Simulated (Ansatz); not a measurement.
**Bi: atom 2 slides by one cell vector c**

These are results of Ansatz 0.2.0, DFT, PBE, all-electron LAPW, scalar-relativistic, not measurements.

Command: `ansatz run input.yaml --threads 4 --pin off --max-ram 4096MiB --backend cpu --events-out ev --progress --plain --runs-dir out` The run took about 1700 s on 4 threads of a shared machine.

```yaml
crystal:
  lattice:
    - [3.488598, -3.132578, 0.0]
    - [3.488598, 3.132578, 0.0]
    - [-1.260235, 0.0, 3.11355]
  atoms:
    - { symbol: Bi, position: [0.246939, 0.246939, 0.142618] }
    - { symbol: Bi, position: [0.753061, 0.753061, 0.857382] }
kpoints:
  mp_grid: { grid: [5, 5, 7] }
scf:
  occupations: { method: fermi_dirac, width: 0.05 }
hamiltonian:
  xc: pbe
  pseudopotentials: { kind: all_electron, lapw: { basis_error: 0.001 } }
output:
  forces: true
neb:
  images: 5
  f_tol: 0.05
  max_iterations: 40
  relax_end_points: true
  final_atoms:
    - { symbol: Bi, position: [0.246939, 0.246939, 0.142618] }
    - { symbol: Bi, position: [0.753061, 0.753061, 1.857382] }
```

No spin–orbit coupling, which matters for the heavy atoms here.

The cell is the one relaxed in the Materials Project (mp-23157); entries there can be hypothetical.

Energies of the images in meV per cell, from the first image of the last iteration (-1171411.8882 eV):

```csv
iteration,image 0,image 1,image 2,image 3,image 4,image 5,image 6
0,0,96,167,54,37,88,0
```

(1) Give the energy profile of the last iteration and its highest point.

(2) What are the positions (Å) and forces (eV/Å) of that image?

Answers

(1) 0, 84, 171, 60, 13, 90, 0 meV; the highest image, number 2, lies 171 meV over the first. All periodic images of the moving atoms move together, so this isn't the barrier of a lone defect. With so few images, further maxima between them can be missed.

(2) 
```
Bi    1.5222    0.0000    0.5064     0.020   0.000   0.002
Bi    3.7747    0.0000    3.6450    -0.020   0.000  -0.002
```
